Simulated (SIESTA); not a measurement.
## AlRu under changes of volume

One of the cells (13.655 Å³/atom); the others are scaled copies at fixed shape and fractional positions:

```
CELL_PARAMETERS angstrom
3.01141 0.00000 0.00000
0.00000 3.01141 0.00000
0.00000 0.00000 3.01141
ATOMIC_POSITIONS crystal
Ru 0.50000 0.50000 0.50000
Al 0.00000 0.00000 0.00000
```

```yaml
Program: SIESTA 5.4.2
Functional: PBE
Potentials_or_basis: PseudoDojo 0.4 standard (PBE files)
Basis: DZP (energy shift 0.002 Ry; radii capped at 9.5 bohr)
Grid_cutoff: 800 Ry
Energy_shift: 0.002 Ry
k_mesh: 9 × 9 × 9
Occupations: fermi-dirac, width 0.05 eV
Spin: no spin polarisation
```

```tsv
volume (Å³/atom)	energy over the lowest point (meV/atom)	pressure (GPa)
12.584	56.41	19.0
12.851	29.60	13.3
13.119	?	?
13.655	0.00	-0.6
13.922	4.25	-4.3
14.190	14.44	-7.6
```

What does the run at 13.119 Å³/atom give?

Energy over the lowest point 11.94 meV/atom; pressure 8.2 GPa.

Worked out: A Birch-Murnaghan fit of order 3 (a polynomial in V^(-2/3)) to the other rows has its minimum at 13.61 Å³/atom with B0 = V·E''(V) = 203 GPa and B' = 4.6. It gives 11.83 meV/atom at 13.119 Å³/atom, against the run's 11.94, and -dE/dV = 8.1 GPa, against 8.2.

Energies are extrapolated to zero smearing.

Caveats: semicore shells carry a single zeta, which can move pressures by several GPa and volumes by a few percent; the basis of atomic orbitals isn't converged, which shifts pressures, moduli and gaps.
